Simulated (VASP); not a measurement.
The system is Pb.

```
CELL_PARAMETERS angstrom
0.00000 2.47502 2.47502
2.47502 0.00000 2.47502
2.47502 2.47502 0.00000
ATOMIC_POSITIONS crystal
Pb 0.00000 0.00000 0.00000
```

Base run:

```yaml
Program: VASP 6.6.1
Functional: SCAN
Potentials_or_basis: VASP PAW PBE potentials, release 64 (Pb_d)
Cutoff: 520 eV
k_mesh: 7 × 7 × 7
Occupations: fermi-dirac, width 0.05 eV
Spin: spin-orbit coupling, no magnetisation
```

Its results: pressure 1.0 GPa.

Problem. The run is repeated on the same cell with these changes: functional from SCAN to r2SCAN; further incar settings from ALGO = Normal; EDIFF = 1e-06; NBANDS = 25 to ALGO = Normal; EDIFF = 1e-07. What comes out?

Solution. Pressure 1.8 GPa.

Caveats: the PAW data sets were made with another functional, which shifts forces and pressure a little.
